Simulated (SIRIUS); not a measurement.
Crystal: Ge.

```
Ge
1.0
     0.00000    2.82891    2.82891
     2.82891    0.00000    2.82891
     2.82891    2.82891    0.00000
Ge
2
Direct
  0.75000 0.75000 0.75000
  0.50000 0.50000 0.50000
```

Base run:

| Property | Result |
| --- | --- |
| Program | SIRIUS 7.12.0 |
| Functional | LDA |
| Potentials or basis | PseudoDojo 0.4.1 PBE standard (scalar relativistic) |
| Cutoff | 1078 eV |
| Density cutoff | 4311 eV |
| k mesh | 8 × 8 × 8 |
| Occupations | fermi-dirac, width 0.05 eV |
| Spin | no spin polarisation |

Its results: band gap on the k mesh 0.00 eV; pressure -2.2 GPa.

Problem. The run is repeated on the same cell with these changes: functional from LDA to revPBE; libxc names from ["XC_LDA_X", "XC_LDA_C_PW"] to ["XC_GGA_X_PBE_R", "XC_GGA_C_PBE"]. What comes out?

Solution. Band gap on the k mesh 0.16 eV; pressure 5.5 GPa.

Caveats: the potentials were made for another functional, which shifts forces and pressure.

A k mesh can miss the band edges.
